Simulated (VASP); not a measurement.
# AlCo (Pm-3m) in VASP: a series of runs

Aim: see how the results for AlCo move with the level of theory and the settings. Levels: PBE, PBE+D3(BJ). Tasks: phonons, equation of state.

Everything below comes from runs of VASP 6.6.1. Logs are shortened: lines on timing, memory, paths and dates and some standing lists are left out, and cuts for length are marked.

## (1) Starting point

The structure is cubic, space group Pm-3m (No. 221). Conventional cell: a = 2.819 Å, b = 2.819 Å, c = 2.819 Å, α = 90.00°, β = 90.00°, γ = 90.00°. Co (site symmetry m-3m) has 8 Al at 2.44 Å as nearest neighbours. Around Al (site symmetry m-3m) lie 8 Co at 2.44 Å.

The cell is a database's computed one.

## (2) Phonons, PBE, collinear spin, ferromagnetic start

File POSCAR:

```
AlCo
1.0
    2.8194032100      0.0000000000      0.0000000000
    0.0000000000      2.8194032100      0.0000000000
    0.0000000000      0.0000000000      2.8194032100
Co Al
1 1
Direct
    0.5000000000      0.5000000000      0.5000000000
    0.0000000000      0.0000000000      0.0000000000
```

File INCAR.step1:

```
  PREC = Accurate
  ENCUT = 600
  EDIFF = 1E-8
  ISMEAR = -1
  SIGMA = 0.05
  LREAL = False
  LASPH = True
  NELM = 120
  ALGO = Normal
  ISIF = 3
  LWAVE = False
  LCHARG = False
  ISPIN = 2
  MAGMOM = 2 0
  LORBIT = 11
  LMAXMIX = 4
  GGA = PE
  IBRION = 2
  NSW = 40
  EDIFFG = -0.002
  KPAR = 2
```

File INCAR.step2:

```
  PREC = Accurate
  ENCUT = 600
  EDIFF = 1E-8
  ISMEAR = -1
  SIGMA = 0.05
  LREAL = False
  LASPH = True
  NELM = 120
  ALGO = Normal
  ISIF = 2
  LWAVE = False
  LCHARG = False
  ISPIN = 2
  MAGMOM = 2 0
  LORBIT = 11
  LMAXMIX = 4
  GGA = PE
  IBRION = 6
  NFREE = 2
  POTIM = 0.015
  NSW = 1
  KPAR = 2
```

File KPOINTS:

```
regular mesh
0
Gamma
  10 10 10
```

Potentials or basis: VASP PAW PBE potentials, release 64 (Co, Al).

Command:

```sh
> cat potpaw_PBE.64/Co/POTCAR potpaw_PBE.64/Al/POTCAR > POTCAR
> cp INCAR.step1 INCAR
> mpirun -np 2 vasp_std > vasp.out
> cp CONTCAR POSCAR
> cp INCAR.step2 INCAR
> mpirun -np 2 vasp_std > vasp.out
```

OUTCAR:

```text
PREC = Accurate
   ENCUT = 600
   EDIFF = 1E-8
   ISMEAR = -1
   LREAL = False
   LASPH = True
   NELM = 120
   ISIF = 2
   ISPIN = 2
   LORBIT = 11
   GGA = PE
   IBRION = 6
   NFREE = 2
   POTIM = 0.015
   NSW = 1

 ion  position               nearest neighbor table
   1  0.500  0.500  0.500-   2 2.47   2 2.47   2 2.47   2 2.47   2 2.47   2 2.47   2 2.47   2 2.47

   2  0.000  0.000  0.000-   1 2.47   1 2.47   1 2.47   1 2.47   1 2.47   1 2.47   1 2.47   1 2.47

  LATTYP: Found a simple cubic cell.
 ALAT       =     2.8512698749

  Lattice vectors:

 A1 = (   2.8512698749,   0.0000000000,   0.0000000000)
 A2 = (   0.0000000000,   2.8512698749,   0.0000000000)
 A3 = (   0.0000000000,   0.0000000000,   2.8512698749)

Analysis of symmetry for initial positions (statically):
=====================================================================
 Subroutine PRICEL returns:
 Original cell was already a primitive cell.

 Routine SETGRP: Setting up the symmetry group for a
 simple cubic supercell.

 Subroutine GETGRP returns: Found 48 space group operations
 (whereof 48 operations were pure point group operations)
 out of a pool of 48 trial point group operations.

The static configuration has the point symmetry O_h .

Analysis of symmetry for dynamics (positions and initial velocities):
=====================================================================
 Subroutine PRICEL returns:
 Original cell was already a primitive cell.

 Routine SETGRP: Setting up the symmetry group for a
 simple cubic supercell.

 Subroutine GETGRP returns: Found 48 space group operations
 (whereof 48 operations were pure point group operations)
 out of a pool of 48 trial point group operations.

The dynamic configuration has the point symmetry O_h .

Analysis of structural, dynamic, and magnetic symmetry:
=====================================================================
 Subroutine PRICEL returns:
 Original cell was already a primitive cell.

 Routine SETGRP: Setting up the symmetry group for a
 simple cubic supercell.

 Subroutine GETGRP returns: Found 48 space group operations
 (whereof 48 operations were pure point group operations)
 out of a pool of 48 trial point group operations.
[... 307 lines left out ...]
  ext. energy  EPLUGINS =         0.00000000
  ---------------------------------------------------
  free energy    TOTEN  =       -11.99229395 eV

  energy without entropy =      -11.98584894  energy(sigma->0) =      -11.98907144

 E-fermi :  10.5391     XC(G=0): -12.2589

 val. band max:       10.4954673479   @ k =   0.5000   0.4000   0.1000
 cond. band min:      10.6135905453   @ k =   0.3000   0.0000   0.5000
 fundamental gap:      0.1181231974
 Fermi energy:        10.5391015828

 spin component 1

 k-point     1 :       0.0000    0.0000    0.0000
  band No.  band energies     occupation
      1      -0.5087      1.00000
      2       7.5979      1.00000
      3       7.5981      1.00000
      4       9.7080      1.00000
      5       9.7082      1.00000
      6       9.7082      1.00000
      7      16.5151      0.00000
      8      16.5151      0.00000
      9      16.5152      0.00000
     10      19.2837      0.00000
     11      19.2839      0.00000
[... 310 lines left out ...]
  band No.  band energies     occupation
      1       1.5061      1.00000
      2       6.9073      1.00000
      3       7.9865      1.00000
      4       8.9679      1.00000
      5       9.0643      1.00000
      6       9.5978      1.00000
      7      11.6786      0.00000
      8      16.5427      0.00000
      9      17.4967      0.00000
     10      21.2162      0.00000
     11      24.1558      0.00000

 [... further k-points ...]

 spin component 2

 k-point     1 :       0.0000    0.0000    0.0000
  band No.  band energies     occupation
      1      -0.5087      1.00000
      2       7.5979      1.00000
      3       7.5981      1.00000
      4       9.7080      1.00000
      5       9.7082      1.00000
      6       9.7082      1.00000
      7      16.5151      0.00000
      8      16.5151      0.00000
      9      16.5152      0.00000
     10      19.2837      0.00000
     11      19.2839      0.00000
[... 351 lines left out ...]
  FREE ENERGIE OF THE ION-ELECTRON SYSTEM (eV)
  ---------------------------------------------------
  free  energy   TOTEN  =       -11.9922939464 eV

  energy  without entropy=      -11.9858489427  energy(sigma->0) =      -11.98907144

 INTERNAL STRAIN TENSORS FROM DISPLACED ATOMS
 ============================================

 INTERNAL STRAIN TENSOR FOR ION    1 for displacements in x,y,z  (eV/Angst):
          X           Y           Z          XY          YZ          ZX
  --------------------------------------------------------------------------------
  x     0.00000     0.00000     0.00000     0.00000     0.00000     0.00000
  y     0.00000     0.00000     0.00000     0.00000     0.00000     0.00000
  z     0.00000     0.00000     0.00000     0.00000     0.00000     0.00000

 INTERNAL STRAIN TENSOR FOR ION    2 for displacements in x,y,z  (eV/Angst):
          X           Y           Z          XY          YZ          ZX
  --------------------------------------------------------------------------------
  x     0.00000     0.00000     0.00000     0.00000     0.00000     0.00000
  y     0.00000     0.00000     0.00000     0.00000     0.00000     0.00000
  z     0.00000     0.00000     0.00000     0.00000     0.00000     0.00000

 Eigenvectors and eigenvalues of the dynamical matrix
 ----------------------------------------------------

   1 f  =    9.811459 THz    61.647214 2PiTHz  327.275037 cm-1    40.576915 meV
             X         Y         Z           dx          dy          dz
      1.425635  1.425635  1.425635     0.000000    0.560457    0.000000
      0.000000  0.000000  0.000000     0.000000   -0.828183    0.000000
[... 21 lines left out ...]
   6 f/i=    0.000694 THz     0.004362 2PiTHz    0.023155 cm-1     0.002871 meV
             X         Y         Z           dx          dy          dz
      1.425635  1.425635  1.425635     0.000000    0.000000    0.828183
      0.000000  0.000000  0.000000     0.000000    0.000000    0.560457

 ELASTIC MODULI CONTR FROM IONIC RELAXATION (kBar)
 Direction    XX          YY          ZZ          XY          YZ          ZX
 --------------------------------------------------------------------------------
 XX           0.0000      0.0000      0.0000      0.0000      0.0000      0.0000
 YY           0.0000      0.0000      0.0000      0.0000      0.0000      0.0000
 ZZ           0.0000      0.0000      0.0000      0.0000      0.0000      0.0000
 XY           0.0000      0.0000      0.0000      0.0000      0.0000      0.0000
 YZ           0.0000      0.0000      0.0000      0.0000      0.0000      0.0000
 ZX           0.0000      0.0000      0.0000      0.0000      0.0000      0.0000
 --------------------------------------------------------------------------------

 total charge

# of ion       s       p       d       tot
------------------------------------------
    1        0.433   0.507   7.505   8.446
    2        0.394   0.428   0.000   0.822
--------------------------------------------------
tot          0.827   0.935   7.505   9.268

 magnetization (x)

# of ion       s       p       d       tot
------------------------------------------
    1       -0.000  -0.000  -0.000  -0.000
    2        0.000   0.000   0.000   0.000
--------------------------------------------------
tot         -0.000  -0.000  -0.000  -0.000
```

OUTCAR.step1:

```text
PREC = Accurate
   ENCUT = 600
   EDIFF = 1E-8
   ISMEAR = -1
   LREAL = False
   LASPH = True
   NELM = 120
   ISIF = 3
[... 1018 lines left out ...]

 reached required accuracy - stopping structural energy minimisation

 total charge

# of ion       s       p       d       tot
------------------------------------------
    1        0.433   0.507   7.505   8.446
    2        0.394   0.428   0.000   0.822
--------------------------------------------------
tot          0.827   0.935   7.505   9.268

 magnetization (x)

# of ion       s       p       d       tot
------------------------------------------
    1        0.000   0.000   0.000   0.000
    2       -0.000   0.000   0.000  -0.000
--------------------------------------------------
tot         -0.000   0.000   0.000   0.000
```

It took 2.1 min on 2 MPI ranks of AMD EPYC 7R43 (Zen 3), shared host; peak memory 0.22 GiB.

What came out:

```
Relaxed volume                                          : 11.59 Å³/atom
Relaxed cell                                            : a = 2.851 Å, b = 2.851 Å, c = 2.851 Å, α = 90.00°, β = 90.00°, γ = 90.00°
Space group after relaxing (to 0.05 Å)                  : Pm-3m (No. 221)
Net moment                                              : 0.00 μB per cell
Valence electrons inside the program's atomic spheres   : Co 8.45; Al 0.82
Highest phonon frequency at Γ, LO-TO splitting left out : 327 cm⁻¹
```

The path:
```tsv
step	energy change (eV)	largest force (eV/Å)	pressure (GPa)	volume (Å³)
1	0.0000	0.0000	6.48	22.41
2	-0.0026	0.0000	-5.23	23.91
3	-0.0150	0.0000	-0.01	23.18
```

Final structure:
```
Co Al
1.0
     2.85127    0.00000    0.00000
     0.00000    2.85127    0.00000
     0.00000    0.00000    2.85127
Co Al
1 1
Cartesian
  1.4256 1.4256 1.4256
  0.0000 0.0000 0.0000
```

Phonon frequencies in cm⁻¹ (negative: imaginary):
```csv
q point,frequencies
"(0.000, 0.000, 0.000)",0 0 0 327 327 327
```

Caveat: the starting moments collapsed, and a magnetic state may lie lower.

[end of part 1 of 2]
